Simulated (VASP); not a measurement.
Wanted: the native input for a VASP 6.6.1 run.

```
Task                    : density of states
Functional              : PBE
Potentials or basis     : VASP PAW PBE potentials, release 64 (Ge_d, Pt)
Cutoff                  : 520 eV
k mesh                  : 10 × 10 × 6
Occupations             : gaussian, width 0.1 eV
Spin                    : no spin polarisation
k mesh for the DOS      : 15 × 15 × 9
Occupations for the DOS : tetrahedron
Further INCAR settings  : ALGO = Normal; EDIFF = 1e-06; NBANDS = 32
```

GePt:

```
CELL_PARAMETERS angstrom
3.87426 0.00000 0.00000
-1.93713 3.35521 0.00000
0.00000 0.00000 5.42589
ATOMIC_POSITIONS crystal
Ge 0.33333 0.66667 0.25000
Ge 0.66667 0.33333 0.75000
Pt 0.00000 0.00000 0.00000
Pt 0.00000 0.00000 0.50000
```

The cell was built by a generator and needn't be a form met in nature.

One way to write it, as run:

POSCAR

```
GePt                                    
1.0
    3.8742604676      0.0000000000      0.0000000000
   -1.9371302338      3.3552079888      0.0000000000
    0.0000000000      0.0000000000      5.4258874443
  Ge              Pt            
     2     2
Direct
     0.3333333300000021    0.6666666699999979    0.2500000000000000
     0.6666666699999979    0.3333333300000021    0.7500000000000000
     0.0000000000000000    0.0000000000000000    0.0000000000000000
     0.0000000000000000    0.0000000000000000    0.5000000000000000
```

INCAR.step1

```
SYSTEM = GePt
ALGO = Normal ; EDIFF = 1E-6
ENCUT = 520 ; GGA = PE
ISIF = 2 ; ISMEAR = 0
KPAR = 4 ; LASPH = .TRUE.
LCHARG = .TRUE. ; LMAXMIX = 4
LREAL = .FALSE. ; LWAVE = .FALSE.
NBANDS = 32 ; NELM = 100
PREC = Accurate ; SIGMA = 0.1
```

KPOINTS.step1

```
k-points
0
G
  10 10 6
  0 0 0
```

INCAR.step2

```
SYSTEM = GePt
ALGO = Normal ; EDIFF = 1E-6
ENCUT = 520 ; GGA = PE
ICHARG = 11 ; ISIF = 2
ISMEAR = -5 ; KPAR = 4
LASPH = .TRUE. ; LCHARG = .FALSE.
LMAXMIX = 4 ; LORBIT = 11
LREAL = .FALSE. ; LWAVE = .FALSE.
NBANDS = 32 ; NEDOS = 2001
NELM = 100 ; PREC = Accurate
SIGMA = 0.1
```

KPOINTS.step2

```
k-points
0
G
  15 15 9
  0 0 0
```

Potentials or basis: VASP PAW PBE potentials, release 64 (Ge_d, Pt).

Command:

```bash
$ cat potpaw_PBE.64/Ge_d/POTCAR potpaw_PBE.64/Pt/POTCAR > POTCAR
$ cp INCAR.step1 INCAR
$ cp KPOINTS.step1 KPOINTS
$ mpirun -np 4 vasp_std > vasp.out
$ cp INCAR.step2 INCAR
$ cp KPOINTS.step2 KPOINTS
$ mpirun -np 4 vasp_std > vasp.out
```

It gave:

- Valence electrons inside the program's atomic spheres: Ge 12.27; Pt 9.43

It took 42 s on 4 MPI ranks on AMD EPYC 9R45 96-Core Processor (Zen 5) (shared host), peak memory 0.35 GiB a rank.
